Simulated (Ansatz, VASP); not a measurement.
## One calculation of Ru, two programs

INCAR

```
SYSTEM = Ru
PREC = Accurate ; ENCUT = 600
EDIFF = 1E-6 ; ISMEAR = 0
SIGMA = 0.1 ; LREAL = .FALSE.
LASPH = .TRUE. ; NELM = 100
ALGO = Fast ; ISIF = 3
LWAVE = .FALSE. ; LCHARG = .FALSE.
GGA = PE ; IBRION = 2
NSW = 100 ; EDIFFG = -0.01
```

File KPOINTS:

```
regular mesh
0
G
  24 24 22
  0 0 0
```

File POSCAR:

```
Ru
1.0
    2.6564081436      0.0000000000      0.0000000000
   -1.3282040718      2.3005169352      0.0000000000
    0.0000000000      0.0000000000      2.4574790116
Ru
1
Direct
    0.0000000000      0.0000000000      0.0000000000
```

Input for Ansatz:

```yaml
crystal:
  lattice:
    - [2.6564081436, 0.0, 0.0]
    - [-1.3282040718, 2.3005169352, 0.0]
    - [0.0, 0.0, 2.4574790116]
  atoms:
    - { symbol: Ru, position: [0.0, 0.0, 0.0] }
basis:
  ecutwfc: 420
kpoints:
  mp_grid: { grid: [24, 24, 22] }
hamiltonian:
  xc: pbe
scf:
  occupations: { method: gaussian, width: 0.1 }
output:
  forces: true
  stress: true
  eigenvalues: true
relax:
  adjacent_minimum: "off"
  f_tol: 0.01
  max_steps: 80
  cell: { stress_tol: 0.05 }
```

Alike in both runs: task relaxation of cell and atoms; functional PBE; k mesh 24 × 24 × 22; occupations gaussian, width 0.1 eV; no spin polarisation.

|  | VASP | Ansatz |
| --- | --- | --- |
| version | VASP 6.6.1 | Ansatz 0.2.0 |
| potentials or method | VASP PAW PBE potentials, release 64 (Ru_pv) | scalar-relativistic, plane waves, PAW |
| plane-wave cutoff (eV) | 600 | 420 |
| valence electrons in the cell | 14 | 16 |

|  | VASP | Ansatz | Ansatz less VASP |
| --- | --- | --- | --- |
| gap on the k mesh at the Fermi level, each at its own relaxed structure (eV) | none | none | - |
| relaxed volume (Å³/atom) | 15.04 | 15.03 | -0.001 |
| relaxed cell length with the largest relative difference (Å) | 2.457 | 2.454 | -0.0032 |

A gap of «none» marks a metal or a gap that the smearing closes. The two sets of potentials don't hold the same shells in valence.
